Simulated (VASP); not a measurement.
# MoS2 (P6_3/mmc) in VASP: notebook

One crystal, MoS2, is run at these levels: PBE+D3(BJ), r2SCAN; tasks: relaxation of cell and atoms.

Program: VASP 6.6.1. These are calculated values, not measurements. Logs are shortened: lines on timing, memory, paths and dates and some standing lists are left out, and cuts for length are marked.

### 1 Starting point

Symmetry: P6_3/mmc, No. 194, hexagonal system. The conventional cell has a = 3.169 Å, b = 3.169 Å, c = 12.324 Å, α = 90.00°, β = 90.00°, γ = 120.00°. Around Mo (site symmetry -6m2) lie 6 S at 2.41 Å. Around S (site symmetry 3m) lie 3 Mo at 2.41 Å.

### 2 Relaxation of cell and atoms, PBE+D3(BJ), target pressure 9.6 GPa, at which the enthalpy is minimised

Contents of INCAR:

```
PREC     = Accurate       # precision mode
ENCUT    = 600            # plane-wave cutoff, eV
EDIFF    = 1E-6           # SCF threshold, eV
ISMEAR   = 0              # smearing method
SIGMA    = 0.03           # smearing width, eV
LREAL    = False          # projectors in reciprocal space
LASPH    = True           # aspherical terms in the spheres
NELM     = 80             # most SCF steps
ALGO     = Normal         # electronic algorithm
ISIF     = 3              # what is computed and relaxed
LWAVE    = False          # write WAVECAR
LCHARG   = False          # write CHGCAR
GGA      = PE             # functional
IVDW     = 12             # dispersion correction
IBRION   = 2              # ionic algorithm
NSW      = 90             # ionic steps
EDIFFG   = -0.01          # ionic threshold
PSTRESS  = 96.0         
KPAR     = 2
```

Contents of KPOINTS:

```
Automatic mesh
0
Gamma
  12 12 3
```

Contents of POSCAR:

```
MoS2
1.0
    3.1690000000      0.0000000000      0.0000000000
   -1.5845000000      2.7444345046      0.0000000000
    0.0000000000      0.0000000000     12.3240000000
Mo S
2 4
Direct
    0.3333333333      0.6666666667      0.2500000000
    0.6666666667      0.3333333333      0.7500000000
    0.3333333333      0.6666666667      0.6230000000
    0.6666666667      0.3333333333      0.1230000000
    0.3333333333      0.6666666667      0.8770000000
    0.6666666667      0.3333333333      0.3770000000
```

Potentials or basis: VASP PAW PBE potentials, release 64 (Mo_sv, S).

Command:

```sh
$ cat potpaw_PBE.64/Mo_sv/POTCAR potpaw_PBE.64/S/POTCAR > POTCAR
$ mpirun -np 2 vasp_std > vasp.out
```

OUTCAR:

```text
PREC = Accurate
   ENCUT = 600
   EDIFF = 1E-6
   ISMEAR = 0
   LREAL = False
   LASPH = True
   NELM = 80
   ISIF = 3
   GGA = PE
   IVDW = 12
   IBRION = 2
   NSW = 90
   EDIFFG = -0.01
   PSTRESS = 96.0
 IVDW          = 12

 ion  position               nearest neighbor table
   1  0.333  0.667  0.250-   4 2.41   6 2.41   4 2.41   6 2.41   4 2.41   6 2.41
   2  0.667  0.333  0.750-   3 2.41   5 2.41   3 2.41   5 2.41   3 2.41   5 2.41
   3  0.333  0.667  0.623-   2 2.41   2 2.41   2 2.41
   4  0.667  0.333  0.123-   1 2.41   1 2.41   1 2.41
   5  0.333  0.667  0.877-   2 2.41   2 2.41   2 2.41
   6  0.667  0.333  0.377-   1 2.41   1 2.41   1 2.41

  LATTYP: Found a hexagonal cell.
 ALAT       =     3.1690000000
 C/A-ratio  =     3.8889239508

  Lattice vectors:

 A1 = (   3.1690000000,   0.0000000000,   0.0000000000)
 A2 = (  -1.5845000000,   2.7444345046,   0.0000000000)
 A3 = (   0.0000000000,   0.0000000000,  12.3240000000)

Analysis of symmetry for initial positions (statically):
=====================================================================
 Subroutine PRICEL returns:
 Original cell was already a primitive cell.

 Routine SETGRP: Setting up the symmetry group for a
 hexagonal supercell.

 Subroutine GETGRP returns: Found 24 space group operations
 (whereof 12 operations were pure point group operations)
 out of a pool of 24 trial point group operations.

The static configuration has the point symmetry D_3d.
 The point group associated with its full space group is D_6h.

Analysis of symmetry for dynamics (positions and initial velocities):
=====================================================================
 Subroutine PRICEL returns:
 Original cell was already a primitive cell.

 Routine SETGRP: Setting up the symmetry group for a
 hexagonal supercell.

 Subroutine GETGRP returns: Found 24 space group operations
 (whereof 12 operations were pure point group operations)
 out of a pool of 24 trial point group operations.

The dynamic configuration has the point symmetry D_3d.
 The point group associated with its full space group is D_6h.

 Subroutine INISYM returns: Found 24 space group operations
 (whereof 12 operations are pure point group operations),
 and found     1 'primitive' translations

----------------------------------------------------------------------------------------

                                     Primitive cell

  volume of cell :     107.1832

  direct lattice vectors                    reciprocal lattice vectors
     3.169000000  0.000000000  0.000000000     0.315556958  0.182186895  0.000000000
    -1.584500000  2.744434505  0.000000000     0.000000000  0.364373789  0.000000000
     0.000000000  0.000000000 12.324000000     0.000000000  0.000000000  0.081142486

  length of vectors
     3.169000000  3.169000000 12.324000000     0.364373789  0.364373789  0.081142486

  position of ions in fractional coordinates (direct lattice)
     0.333333333  0.666666667  0.250000000
     0.666666667  0.333333333  0.750000000
     0.333333333  0.666666667  0.623000000
     0.666666667  0.333333333  0.123000000
     0.333333333  0.666666667  0.877000000
     0.666666667  0.333333333  0.377000000

  ion indices of the primitive-cell ions
   primitive index   ion index
                 1           1
                 2           2
                 3           3
                 4           4
                 5           5
                 6           6

----------------------------------------------------------------------------------------

 KPOINTS: Automatic mesh

Automatic generation of k-mesh.
 Grid dimensions read from file:
 generate k-points for:   12   12    3

 Generating k-lattice:

  Cartesian coordinates                     Fractional coordinates (reciprocal lattice)
     0.026296413  0.015182241  0.000000000     0.083333333  0.000000000  0.000000000
     0.000000000  0.030364482  0.000000000     0.000000000  0.083333333  0.000000000
     0.000000000  0.000000000  0.027047495     0.000000000  0.000000000  0.333333333

  Length of vectors
     0.030364482  0.030364482  0.027047495

  Shift w.r.t. Gamma in fractional coordinates (k-lattice)
     0.000000000  0.000000000  0.000000000

 Subroutine IBZKPT returns following result:
 ===========================================

 Found     38 irreducible k-points:

 Following reciprocal coordinates:
            Coordinates               Weight
  0.000000  0.000000  0.000000      1.000000
  0.083333  0.000000  0.000000      6.000000
  0.166667 -0.000000  0.000000      6.000000
  0.250000 -0.000000  0.000000      6.000000
  0.333333 -0.000000  0.000000      6.000000
  0.416667 -0.000000  0.000000      6.000000
[... 16 lines left out ...]
  0.250000 -0.000000  0.333333     12.000000
  0.333333 -0.000000  0.333333     12.000000
 [... further k-points ...]
   k-points           NKPTS =     38   k-points in BZ     NKDIM =     38   number of bands    NBANDS=     31
   number of dos      NEDOS =    301   number of ions     NIONS =      6
   total plane-waves  NPLWV =  76832
   dimension x,y,z NGX =    28 NGY =   28 NGZ =   98
   dimension x,y,z NGXF=    56 NGYF=   56 NGZF=  196
   ions per type =               2   4
   NGX,Y,Z   is equivalent  to a cutoff of  14.69, 14.69, 13.22 a.u.
   NGXF,Y,Z  is equivalent  to a cutoff of  29.38, 29.38, 26.44 a.u.
 SYSTEM =  unknown system
   PREC   = accura    normal or accurate (medium, high low for compatibility)
   ISTART =      0    job   : 0-new  1-cont  2-samecut
   ICHARG =      2    charge: 1-file 2-atom 10-const
   ISPIN  =      1    spin polarized calculation?
   LNONCOLLINEAR =      F non collinear calculations
   LSORBIT =      F    spin-orbit coupling
   LASPH  =      T    aspherical Exc in radial PAW
   ENCUT  =  600.0 eV  44.10 Ry    6.64 a.u.   6.33  6.33 24.61*2*pi/ulx,y,z
   NELM   =     80;   NELMIN=  2; NELMDL= -5     # of ELM steps
   EDIFF  = 0.1E-05   stopping-criterion for ELM
   LREAL  =      F    real-space projection
   EDIFFG = -.1E-01   stopping-criterion for IOM
   NSW    =     90    number of steps for IOM
   IBRION =      2    ionic relax: 0-MD 1-quasi-New 2-CG
   NFREE  =      1    steps in history (QN), initial steepest desc. (CG)
   ISIF   =      3    stress and relaxation
   ISYM   =      2    0-nonsym 1-usesym 2-fastsym
   POTIM  = 0.5000    time-step for ionic-motion
   TEBEG  =    0.0;   TEEND  =   0.0 temperature during run
   PSTRESS=   96.0 pullay stress
   NELECT =      52.0000    total number of electrons
   NUPDOWN=      -1.0000    fix difference up-down
   EMIN   =  10.00;   EMAX   =-10.00  energy-range for DOS
   EFERMI =   0.00;   METHOD = LEGACY
   ISMEAR =     0;   SIGMA  =   0.03  broadening in eV -4-tet -1-fermi 0-gaus
   EFERMI_NEDOS =   21; number of points for ismear=-14 and -15
   IALGO  =     38    algorithm
   IMIX   =      4    mixing-type and parameters
     AMIX     =   0.40;   BMIX     =  1.00
     AMIX_MAG =   1.60;   BMIX_MAG =  1.00
  volume/ion in A,a.u.               =      17.86       120.55
  Fermi-wavevector in a.u.,A,eV,Ry     =   1.286373  2.430893 22.514325  1.654756
  Thomas-Fermi vector in A             =   2.418452
   LORBIT       =      0    0 simple, 1 ext, 2 COOP (PROOUT), +10 PAW based schemes
   GGA     = PE    functional components
   LHFCALC =     F    Hartree Fock is set to
   AEXX    =    0.0000 exact exchange contribution
   IVDW    =    12    specifies the selected vdW correction
   LEPSILON=     F    determine dielectric tensor
   LRPA    =     F    only Hartree local field effects (RPA)
 conjugate gradient relaxation of ions
 non-spin polarized calculation
 Gauss-broadening in eV      SIGMA  =   0.03
  energy-cutoff  :      600.00
  volume of cell :      107.18
 maximum number of plane-waves:      3603
 NGX is ok and might be reduce to    28
   NGX = 13   NGY = 13   NGZ = 49

--------------------------------------- Ionic step        1  -------------------------------------------

 number of electron      52.0000000 magnetization

 Free energy of the ion-electron system (eV)
  ---------------------------------------------------
  ext. energy  EPLUGINS =         0.00000000
  ---------------------------------------------------
  free energy    TOTEN  =       -43.61556826 eV

  energy without entropy =      -43.61556826  energy(sigma->0) =      -43.61556826

------------------------ aborting loop because EDIFF is reached ----------------------------------------

 Edisp (eV)   -2.54058

 E8    (eV) :    -1.0246

  FORCE on cell =-STRESS in cart. coord.  units (eV):
  Direction    XX          YY          ZZ          XY          YZ          ZX
  --------------------------------------------------------------------------------------
  -------------------------------------------------------------------------------------
  Total      -1.45382    -1.45382    -1.20836     0.00000    -0.00000     0.00000
  in kB     -21.73180   -21.73180   -18.06261     0.00000    -0.00000     0.00000
  external pressure =     -116.51 kB  Pullay stress =       96.00 kB
[... 113 lines left out ...]
  FREE ENERGIE OF THE ION-ELECTRON SYSTEM (eV)
  ---------------------------------------------------
  free  energy   TOTEN  =       -46.0214782655 eV

  energy  without entropy=      -46.0214782655  energy(sigma->0) =      -46.02147827

  enthalpy is  TOTEN    =       -40.0060526239 eV   P V=        6.0154256417

[... ionic steps 4 to 10 ...]

--------------------------------------- Ionic step       11  -------------------------------------------

 number of electron      51.9999999 magnetization

 E-fermi :   9.9946     XC(G=0): -11.7284

 val. band max:        9.8293105082   @ k =   0.0000   0.0000   0.0000
 cond. band min:      10.1583309953   @ k =   0.1667   0.1667   0.0000
 fundamental gap:      0.3290204870
 Fermi energy:         9.9945774105

 k-point     1 :       0.0000    0.0000    0.0000
  band No.  band energies     occupation
      1     -51.9035      2.00000
      2     -51.9035      2.00000
      3     -26.1261      2.00000
      4     -26.1255      2.00000
      5     -25.7917      2.00000
      6     -25.7917      2.00000
[... 805 lines left out ...]
     30      11.5921      0.00000
     31      12.5478      0.00000

 [... further k-points ...]

------------------------ aborting loop because EDIFF is reached ----------------------------------------

 Edisp (eV)   -2.96296

 E8    (eV) :    -1.1951

  FORCE on cell =-STRESS in cart. coord.  units (eV):
  Direction    XX          YY          ZZ          XY          YZ          ZX
  --------------------------------------------------------------------------------------
  -------------------------------------------------------------------------------------
  Total       5.53539     5.53539     5.45893     0.00000     0.00000     0.00000
  in kB      95.84398    95.84398    94.52008     0.00000     0.00000     0.00000
  external pressure =       -0.60 kB  Pullay stress =       96.00 kB
[... 73 lines left out ...]
  enthalpy is  TOTEN    =       -40.3492697895 eV   P V=        5.5387834956

--------------------------------------- Ionic step       13  -------------------------------------------

 number of electron      51.9999999 magnetization

 Free energy of the ion-electron system (eV)
  ---------------------------------------------------
  ext. energy  EPLUGINS =         0.00000000
  ---------------------------------------------------
  free energy    TOTEN  =       -42.92718530 eV

  energy without entropy =      -42.92718530  energy(sigma->0) =      -42.92718530

 E-fermi :  10.0024     XC(G=0): -11.7304

 val. band max:        9.8379852982   @ k =   0.0000   0.0000   0.0000
 cond. band min:      10.1652908199   @ k =   0.1667   0.1667   0.0000
 fundamental gap:      0.3273055217
 Fermi energy:        10.0023825849

 k-point     1 :       0.0000    0.0000    0.0000
  band No.  band energies     occupation
      1     -51.8971      2.00000
      2     -51.8971      2.00000
      3     -26.1201      2.00000
      4     -26.1195      2.00000
      5     -25.7854      2.00000
      6     -25.7854      2.00000
[... 805 lines left out ...]
     30      11.5999      0.00000
     31      12.5557      0.00000

 [... further k-points ...]

------------------------ aborting loop because EDIFF is reached ----------------------------------------

 Edisp (eV)   -2.96424

 E8    (eV) :    -1.1956

  FORCE on cell =-STRESS in cart. coord.  units (eV):
  Direction    XX          YY          ZZ          XY          YZ          ZX
  --------------------------------------------------------------------------------------
  -------------------------------------------------------------------------------------
  Total       5.57129     5.57129     5.53624     0.00000     0.00000     0.00000
  in kB      96.50521    96.50521    95.89801     0.00000     0.00000     0.00000
  external pressure =        0.30 kB  Pullay stress =       96.00 kB
[... 21 lines left out ...]
  FREE ENERGIE OF THE ION-ELECTRON SYSTEM (eV)
  ---------------------------------------------------
  free  energy   TOTEN  =       -45.8914248076 eV

  energy  without entropy=      -45.8914248076  energy(sigma->0) =      -45.89142481

  enthalpy is  TOTEN    =       -40.3493017847 eV   P V=        5.5421230230

 reached required accuracy - stopping structural energy minimisation
```

Run time: 6.3 min. Hardware: 2 MPI ranks of Intel Xeon 6975P-C (Granite Rapids), shared host; peak memory 0.35 GiB.

What came out:

```yaml
Free_energy: -45.8914 eV
Relaxed_volume: 15.42 Å³/atom
Relaxed_cell: a = 3.075 Å, b = 3.075 Å, c = 11.298 Å, α = 90.00°, β = 90.00°, γ = 120.00°
Space_group_after_relaxing_to_0.05_Å: P6_3/mmc (No. 194)
Energy_change_on_relaxing_the_enthalpy_is_what_falls: +44.1 meV/atom
Ionic_steps: 13
Pressure_after_relaxing: 9.6 GPa
Largest_force_after_relaxing: 0.006 eV/Å
Band_gap_on_the_k_mesh: 0.33 eV, indirect (least direct gap 1.71 eV)
Dispersion_energy_per_atom: -0.494 eV
```

Forces on the atoms (eV/Å):
```
Mo   0.000  0.000  0.000
Mo   0.000  0.000  0.000
S    0.000  0.000 -0.006
S    0.000  0.000 -0.006
S    0.000  0.000  0.006
S    0.000  0.000  0.006
```

The path:
```csv
step,energy change (eV),largest force (eV/Å),pressure (GPa),volume (Å³)
1,0.0000,0.0753,-2.05,107.18
2,1.9295,4.0372,41.25,88.27
3,0.1347,1.0753,8.95,100.39
4,0.1481,1.1198,9.40,100.16
5,0.1714,0.5333,9.53,97.25
6,0.2564,0.1610,9.79,95.37
7,0.2407,0.0495,9.64,93.54
8,0.2893,0.0694,9.91,92.12
9,0.2961,0.0814,9.95,92.01
10,0.2560,0.0127,9.46,92.64
11,0.2625,0.0038,9.54,92.53
12,0.2681,0.0193,9.77,92.44
13,0.2647,0.0057,9.63,92.49
```

Final structure:
```
Mo S
1.0
     3.07464    0.00000    0.00000
    -1.53732    2.66272    0.00000
     0.00000    0.00000   11.29785
Mo S
2 4
Cartesian
  0.0000 1.7751 2.8245
  1.5373 0.8876 8.4734
  0.0000 1.7751 6.9025
  1.5373 0.8876 1.2535
  0.0000 1.7751 10.0443
  1.5373 0.8876 4.3954
```

Caveat: the cell is relaxed towards a set pressure, so the enthalpy falls and the energy may rise; an odd mesh through Γ misses points on the zone boundary, where band edges often lie.

[end of part 1 of 2]
